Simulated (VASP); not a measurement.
Input of a VASP 6.6.1 run:

Contents of INCAR:

```
  PREC = Accurate
  ENCUT = 520
  EDIFF = 1E-6
  ISMEAR = 0
  SIGMA = 0.15
  LREAL = F
  LASPH = T
  NELM = 60
  ALGO = Fast
  ISIF = 2
  LWAVE = F
  LCHARG = F
  GGA = PE
  NBANDS = 11
```

File KPOINTS:

```
regular mesh
0
Gamma
  14 14 14
```

File POSCAR:

```
Ba
1.0
   -2.3125000000      2.5000000000      2.5000000000
    2.3125000000     -2.5000000000      2.5000000000
    2.3125000000      2.5000000000     -2.5000000000
Ba
1
Direct
    0.0000000000      0.0000000000      0.0000000000
```

Potentials or basis: VASP PAW PBE potentials, release 64 (Ba_sv).

Launch:

```bash
$ cat potpaw_PBE.64/Ba_sv/POTCAR > POTCAR
$ mpirun -np 1 vasp_std > vasp.out
```

Q: Predict the pressure.

A: 1.0 GPa.

Q: Predict the band gap on the k mesh.

A: None (metal or under the smearing width).

Stress tensor (GPa, compression positive):
```
1.35 0.00 0.00
0.00 0.81 0.00
0.00 0.00 0.81
```

The run has no spin-orbit coupling, so splittings on Ba are missing.
